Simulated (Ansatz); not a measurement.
# Cr: pressure against volume

Cr, Fm-3m, a = 3.622 Å. This isn't the element's structure at ambient conditions. Ansatz: PBE, PAW, 420 eV, Γ-centred 20×20×20 mesh on 1 atom, Gaussian smearing 0.10 eV; no spin polarisation. Symmetry fixes shape and atoms, so the cell is only scaled; pressure is positive in compression.

| V (Å³/atom) | P (GPa) |
| --- | --- |
| 10.451 | 39.64 |
| 10.807 | 27.33 |
| 11.163 | 16.78 |
| 11.520 | ? |
| 11.876 | 0.04 |
| 12.232 | -6.57 |
| 12.589 | -12.24 |
| 13.064 | -18.54 |

Q: Take V0 = 11.876 Å³/atom, count pressures from its P0 = 0.04 GPa, fit the third-order Birch–Murnaghan form to the other rows, and predict the missing pressure.

A: With the Eulerian strain f = ½[(V0/V)^(2/3) − 1] and y = (P − P0)/[3f(1 + 2f)^(5/2)], the form is the line y = B0 + 1.5 B0 (B0′ − 4) f. Rows (f, y): 0.04448, 239.8; 0.03245, 239.5; 0.02107, 238.9; -0.00975, 237.4; -0.01906, 236.7; -0.03079, 235.8. Means f = 0.006400, y = 238.02; Σ(Δf)² = 0.004636, ΣΔfΔy = 0.2454; the slope is their ratio. y = 237.7 + 52.94 f GPa, so B0 = 237.7 GPa and B0′ = 4 + 2 × (52.94)/(3 × 237.7) = 4.15. At V = 11.520, f = 0.01025, y = 238.24 and P = 7.75 GPa. The run gave 7.76 GPa, so the fit is 0.01 GPa too low, within the rms miss on the fitted rows (0.02 GPa).

Spin polarisation was left out, and a magnetic state may lie lower.

Cost: 8 runs of about 0.45 core-minutes in all, on Arm Neoverse V1 (shared hosts).